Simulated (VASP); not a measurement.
# ZnS, self-consistent run: which settings are enough?

ZnS, F-43m (no. 216), 2 atoms in the cell. HSE06; PAW potentials Zn, S (PBE set). VASP 6.6.1.

Wanted: energy within 2 meV/atom; gap on the mesh within 0.03 eV.

POSCAR:
```
ZnS
1.0
    0.0000000000      2.7020000000      2.7020000000
    2.7020000000      0.0000000000      2.7020000000
    2.7020000000      2.7020000000      0.0000000000
Zn S
1 1
Direct
    0.7500000000      0.7500000000      0.7500000000
    0.0000000000      0.0000000000      0.0000000000
```

## How exact exchange is summed

| How exact exchange is summed | Energy less reference (meV/atom) | Gap on the mesh (eV) | Time (s) |
|---|---|---|---|
| default | 0.0 | 3.363 | 164 |
| NKREDX = 2 | -4.7 | 3.384 | 92 |
| NKREDY = 2 | -13.5 | 3.386 | 138 |
| NKREDZ = 2 | -46.8 | 3.382 | 112 |
| EVENONLY = T | -4.1 | 3.374 | 107 |
| ODDONLY = T | 24.4 | 3.349 | 124 |
| LMAXFOCK = 2 | 72.6 | 3.361 | 180 |
| LMAXFOCK = 6 | 0.0 | 3.363 | 221 |

Chosen: default; no other choice that stays within half of the tolerance saves 30 % of the time.

## The input

INCAR.step1:
```
  PREC = Accurate
  ENCUT = 450
  EDIFF = 1E-5
  ISMEAR = 0
  SIGMA = 0.02
  LREAL = F
  LASPH = T
  ALGO = Normal
  NELM = 100
  ISIF = 2
  LWAVE = T
  LCHARG = F
  GGA = PE
```

INCAR.step2, as INCAR.step1 but for:
```
- EDIFF = 1E-5
- LWAVE = T
+ EDIFF = 1E-7
+ LWAVE = F
+ PRECFOCK = Fast
+ ISTART = 1
+ LHFCALC = T
+ HFSCREEN = 0.2
```

KPOINTS:
```
k-points
0
Gamma
  4 4 4
```

Commands (each step's output is kept before the next begins):
```
cat potpaw_PBE.64/Zn/POTCAR potpaw_PBE.64/S/POTCAR > POTCAR
cp INCAR.step1 INCAR
mpirun -np 1 vasp_std > vasp.out
cp INCAR.step2 INCAR
mpirun -np 1 vasp_std > vasp.out
```

The chosen input took VASP 6.6.1 164 s on 1 core (Intel Xeon Platinum 8488C (Sapphire Rapids)), a shared host.

## An input that fails: NKRED = 2 on an odd mesh

VASP's message: internal error in FOCK_FCC: number of k-points incorrect 1 27 2 2 2 If you are not a developer, you should not encounter this problem. Please submit a bug report.

k mesh: 4 × 4 × 4 becomes 3 × 3 × 3.

Changes against the starting input:
```
(all steps)
+ NKRED = 2
(KPOINTS)
-k-points
+Automatic mesh
-  4 4 4
+  3 3 3
+  0 0 0
```
